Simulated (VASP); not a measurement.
Runs of VASP 6.6.1 on BeS. It takes space group F-43m (No. 216, cubic). Conventional cell: a = 4.850 Å, b = 4.850 Å, c = 4.850 Å, α = 90.00°, β = 90.00°, γ = 90.00°. S (site symmetry -43m) has 4 Be at 2.10 Å as nearest neighbours. Be (site symmetry -43m) has 4 S at 2.10 Å as nearest neighbours. 

```csv
level,gap on the mesh (eV),pressure (GPa),relaxed volume (Å³/atom)
revPBE,(c),0.0,14.78
revPBE+D2,(a),-0.2,14.40
revPBE+dDsC,3.22,0.0,13.89
revPBE+D3,(b),0.2,14.12
revPBE+D4,3.20,0.0,13.80
```

Alike in all rows: task relaxation of cell and atoms; potentials or basis VASP PAW PBE potentials, release 64 (S, Be); no spin polarisation; cell relaxed; k mesh 9 × 9 × 9; cutoff (eV) 600; smearing fermi-dirac 0.05 eV.

Problem. Fill in the values left out.

Solution. (a) 3.30; (b) 3.26; (c) 3.36.

Caveats: the PAW data sets were made with another functional, which shifts forces and pressure a little; an odd mesh through Γ misses points on the zone boundary, where band edges often lie.
